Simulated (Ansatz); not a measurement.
An Ansatz run on PbTiO3 (cubic perovskite) left the output below. The cell was relaxed beforehand with r2SCAN.

Structure:
```xyz
5
Lattice="3.9351 0.0000 0.0000 0.0000 3.9351 0.0000 0.0000 0.0000 3.9351" Properties=species:S:1:pos:R:3 pbc="T T T"
Pb    0.0000    0.0000    0.0000
Ti    1.9675    1.9675    1.9675
O     1.9675    1.9675    0.0000
O     1.9675    0.0000    1.9675
O     0.0000    1.9675    1.9675
```

The output, standing remarks left out:
```
scf.n_extra_bands = 10 over 44 filled bands (N_el = 44.0): the run solves 54 bands
Pseudopotential: Pb, paw_fr, valence charge 14, recommended cutoff 420 eV (normal)
Pseudopotential: Ti, paw_fr, valence charge 12, recommended cutoff 420 eV (normal)
Pseudopotential: O, paw_fr, valence charge 6, recommended cutoff 420 eV (normal)
Functional definition: PBE
Crystal: 5 atoms, lattice volume = 60.934 Å³
Basis set: ecut = 420 eV, 1213 PW (Γ)
Symmetry: 48 space group operations + 48 with time reversal
Magnetic group: BNS 221.93 (UNI 1595)
k-points: 20 of 216
NSCF: frozen V_eff on 5 k-points
SCF converged after 9 iterations
Magnetization: |M| = 0.0000 μB,  M = (+0.0000, +0.0000, +0.0000) μB
Free energy (F): -16150.752911 eV
Fermi energy:    10.922900 eV
--- Forces (eV/Å), atoms counted from 1 ---
  atom   1  Pb      0.00000      0.00000      0.00000
  atom   2  Ti      0.00000      0.00000      0.00000
  atom   3  O       0.00000      0.00000      0.00000
  atom   4  O       0.00000      0.00000      0.00000
  atom   5  O       0.00000      0.00000      0.00000
--- Stress (GPa, compression-positive) ---
        4.295270       0.000000       0.000000
        0.000000       4.295270       0.000000
        0.000000       0.000000       4.295270
  P = ⅓ Tr σ = 4.2953 GPa (42.953 kbar)
--- Band table (eV; the first three rows and the last of 20) ---
  k-point 0: bands = […, 9.3560, 9.3560, 9.7803, 9.7803, 9.9021, 9.9021, 9.9021, 9.9021, 12.5130, 12.5130, 12.5130, 12.5130, 12.5492, 12.5492, …]
  k-point 1: bands = […, 9.2874, 9.2874, 9.4870, 9.4870, 9.7668, 9.7668, 9.8275, 9.8275, 12.5256, 12.5256, 13.0009, 13.0009, 13.0260, 13.0260, …]
  k-point 2: bands = […, 9.1763, 9.1763, 9.8058, 9.8058, 9.8616, 9.8616, 10.1201, 10.1201, 12.5281, 12.5281, 13.8165, 13.8165, 13.8423, 13.8423, …]
  k-point 19: bands = […, 6.4206, 6.4206, 10.4607, 10.4607, 10.4795, 10.4795, 10.4795, 10.4795, 14.3158, 14.3158, 14.5877, 14.5877, 14.5877, 14.5877, …]
```

Levels at the listed points, from bands.tsv (eV from the Fermi energy, bands near the gap, counted from 0):
```tsv
# k_distance	band_34	band_35	band_36	band_37	band_38	band_39	band_40	band_41	band_42	band_43	band_44	band_45	band_46	band_47	band_48	band_49	band_50	band_51
# fermi_ev = 10.922900
# [0, 0, 0] at k_distance = 0.000000
# [0, 0.5, 0] at k_distance = 0.798358
# [0.5, 0.5, 0] at k_distance = 1.596716
# [0.5, 0.5, 0.5] at k_distance = 2.395074
# [0, 0, 0.5] at k_distance = 3.524123
# levels_relative_to = fermi_ev
0.000	-1.583	-1.583	-1.567	-1.567	-1.143	-1.143	-1.021	-1.021	-1.021	-1.021	1.590	1.590	1.590	1.590	1.626	1.626	3.786	3.786
0.798	-2.844	-2.844	-1.799	-1.799	-1.060	-1.060	-1.021	-1.021	0.000	0.000	1.606	1.606	2.388	2.388	3.266	3.266	3.291	3.291
1.597	-2.752	-2.752	-2.729	-2.729	-2.163	-2.163	-1.513	-1.513	-0.403	-0.403	3.290	3.290	3.309	3.309	3.657	3.657	3.972	3.972
2.395	-4.502	-4.502	-4.502	-4.502	-0.462	-0.462	-0.443	-0.443	-0.443	-0.443	3.393	3.393	3.665	3.665	3.665	3.665	5.556	5.556
3.524	-2.844	-2.844	-1.799	-1.799	-1.060	-1.060	-1.021	-1.021	0.000	0.000	1.606	1.606	2.388	2.388	3.266	3.266	3.291	3.291
```
In order the rows are Γ, X, M, R, X.

Problem. What input produced it? Give the YAML.

Solution.
```yaml
crystal:
  # lattice and atoms as above
kpoints:
  mp_grid: { grid: [6, 6, 6] }
  band_path:
    path:
      - [0.0, 0.0, 0.0]
      - [0.0, 0.5, 0.0]
      - [0.5, 0.5, 0.0]
      - [0.5, 0.5, 0.5]
      - [0.0, 0.0, 0.5]
    npoints: 1
hamiltonian:
  xc: pbe
scf:
  occupations: { method: fixed }
  n_extra_bands: 10
magnetization:
  noncollinear: true
  spin_orbit: true
output:
  forces: true
  stress: true
  eigenvalues: true
```
A single point prints forces and stress when the output block asks for them. Each band holds one electron and the count is doubled, so the run is non-collinear with spin-orbit coupling. Keys that only write grids to files are left aside. Keys that aren't typed take their defaults; thresholds and the kind of smearing can't be read off these lines.

Command: `ansatz run input.yaml --threads 4 --pin off --max-ram 7372MiB --backend cpu --events-out ev --progress --plain --runs-dir out`. It took 6.7 s on 4 threads of Arm Neoverse V1 (shared host), load about 0.7 per core; peak host memory 0.68 GiB.

The values are computed, non-magnetic, and not measurements.
